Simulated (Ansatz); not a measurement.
A 2-atom cell of GaAs started from a crystallographic database: a one-shot G0W0 calculation in Ansatz 0.2.0 (G0W0@PBE with 103 empty bands, a screening cutoff of 100 eV and a 6×6×6 mesh). Cell and atoms come from a relaxation with r2SCAN.

input.yaml:
```yaml
crystal:
  lattice:
    - [0.0, 2.8330831919, 2.8330831919]
    - [2.8330831919, 0.0, 2.8330831919]
    - [2.8330831919, 2.8330831919, 0.0]
  atoms:
    - { symbol: Ga, position: [0.0, 0.0, 0.0] }
    - { symbol: As, position: [0.25, 0.25, 0.25] }
kpoints:
  mp_grid: { grid: [6, 6, 6] }
hamiltonian:
  xc: pbe
scf:
  occupations: { method: fixed }
gw:
  n_empty_bands: 103
  ecut_chi: 100
  qp_bands: [v2, c2]
  qp_kpoints: band_edges
  screening: { model: contour_deformation }
```

Wall time 41 s on 1 × NVIDIA H100 80GB HBM3 with 2 threads of AMD EPYC 7R13 Processor (Zen 3), on a shared host, load about 1.6 per core; peak host memory 1.3 GiB.

Abridged output:
```
Pseudopotential: Ga, paw, valence charge 13, recommended cutoff 420 eV (normal)
Pseudopotential: As, paw, valence charge 15, recommended cutoff 420 eV (normal)
Functional definition: PBE
Crystal: 2 atoms, lattice volume = 45.479 Å³
Basis set: ecut = 420 eV, 893 PW (Γ)
Bands: 18, of which v1, the nominal top of the filled ones, is band 14 counted from 1 (13 counted from 0)
Symmetry: 24 space group operations
Space group: F-43m (ITA 216)
k-points: 16 of 216 (time reversal used)
SCF iter   1: HF=-8639.820604 eV  Δρ=1.50e-3  dr2=1.56e-3
SCF iter   2: HF=-8639.819718 eV  Δρ=7.44e-4  dr2=2.55e-4
SCF iter   3: HF=-8639.819627 eV  Δρ=2.22e-4  dr2=2.99e-5
SCF iter   4: HF=-8639.819649 eV  Δρ=9.34e-5  dr2=4.41e-6
SCF iter   5: HF=-8639.819655 eV  Δρ=1.81e-5  dr2=1.69e-7
SCF iter   6: HF=-8639.819655 eV  Δρ=4.74e-6  dr2=8.61e-9
SCF 1 converged in 6 iterations: F = -8639.819655 eV  dr2 = 8.61e-9
Free energy (F): -8639.819655 eV
Fermi energy:    8.101806 eV
--- G₀W₀: contour deformation, 8 samples at zero and on the imaginary axis and 2 off it, 216 q-points, 103 empty bands' worth ---
    ik  band        ε_KS         Σx   Σc(E_QP)       V_xc       Z   E_QP_lin       E_QP  E_QP is
     0    13      8.1018   -16.8182     1.1478   -15.2798  0.7470     7.6989     7.7111  root
     0    14      8.1018   -16.8182     1.1478   -15.2798  0.7470     7.6989     7.7111  root
     0    15      8.5658   -11.9863    -3.5864   -15.9675  0.7585     8.9731     8.9606  root
     0    16     11.8337    -7.8019    -4.2491   -12.1535  0.7428    11.9368    11.9362  root
     1    13      7.7253   -16.4845     1.2400   -14.8388  0.7448     7.3056     7.3196  root
     1    14      7.7253   -16.4845     1.2400   -14.8388  0.7448     7.3056     7.3196  root
     1    15      9.7064   -10.4036    -3.6972   -14.3467  0.7544     9.9560     9.9523  root
     1    16     12.3763    -7.9617    -4.4097   -12.4847  0.7366    12.4902    12.4895  root
     2    13      7.1839   -16.2803     1.4582   -14.3912  0.7404     6.7350     6.7530  root
     2    14      7.1839   -16.2803     1.4582   -14.3912  0.7404     6.7350     6.7530  root
     2    15      9.2983    -9.7459    -3.6717   -13.6145  0.7582     9.4973     9.4952  root
     2    16     12.7964    -7.5527    -4.5314   -12.1654  0.7331    12.8781    12.8778  root
     3    13      6.9704   -16.2413     1.5525   -14.2486  0.7385     6.5102     6.5304  root
     3    14      6.9704   -16.2413     1.5525   -14.2486  0.7385     6.5102     6.5304  root
     3    15      9.0831    -9.7961    -3.6143   -13.5940  0.7592     9.2684     9.2666  root
     3    16     12.7395    -7.2985    -4.4856   -11.8366  0.7348    12.7921    12.7919  root
     4    13      7.1001   -16.0177     1.4270   -14.1579  0.7398     6.6488     6.6673  root
     4    14      7.1001   -16.0177     1.4270   -14.1579  0.7398     6.6488     6.6673  root
     4    15     10.6065    -9.0935    -3.9211   -13.1613  0.7491    10.7542    10.7531  root
     4    16     11.1938    -9.3919    -3.9879   -13.5343  0.7487    11.3497    11.3484  root
     6    13      5.4871   -15.5614     1.9357   -13.1761  0.7197     5.0138     5.0374  root
     6    14      6.4779   -15.9495     1.7218   -13.7702  0.7332     5.9941     6.0203  root
     6    15     10.4148    -9.1823    -3.8722   -13.1846  0.7525    10.5457    10.5449  root
     6    16     12.5585    -7.6069    -4.4913   -12.1695  0.7348    12.6302    12.6299  root
     9    13      5.8968   -15.7180     1.9489   -13.2836  0.7251     5.3902     5.4113  root ?
     9    14      5.8968   -15.7180     1.9489   -13.2836  0.7251     5.3902     5.4113  root ?
     9    15      9.6858    -7.6035    -3.6675   -11.2391  0.7615     9.6539     9.6538  root
     9    16     10.7448    -7.6875    -4.0247   -11.7360  0.7537    10.7687    10.7686  root
    12    13      5.4480   -15.6357     2.1457   -12.9929  0.7182     4.9282     4.9509  root
    12    14      5.4480   -15.6357     2.1457   -12.9929  0.7182     4.9282     4.9509  root
    12    15      9.5807    -6.8407    -3.6890   -10.4136  0.7652     9.4652     9.4646  root
    12    16      9.7651    -8.1666    -3.7112   -11.8876  0.7590     9.7749     9.7749  root
```

The points are ik 0 = (0, 0, 0) (Γ), ik 1 = (0, 0, 1/6), ik 2 = (0, 0, 1/3), ik 3 = (0, 0, -1/2), ik 4 = (0, 1/6, 1/6), ik 6 = (0, 1/6, -1/2), ik 9 = (0, 1/3, 1/3), ik 12 = (0, -1/2, -1/2); band 14 is the last filled one.

The quasiparticle gap on this mesh is 1.25 eV (direct at Γ), against 0.46 eV from PBE: +0.79 eV. Renormalisation factors Z lie between 0.72 and 0.77. The G0W0 figures hold for the stated bands, cutoff and mesh and aren't extrapolated.

Spin-unpolarised throughout; all numbers are computed.

Spin-orbit coupling is left out.

For so narrow a gap this mesh doesn't settle the screening, and the bands and cutoff are finite.

With a shallow d shell on the cation, G0W0 converges slowly in bands and cutoff, so these values are in doubt.
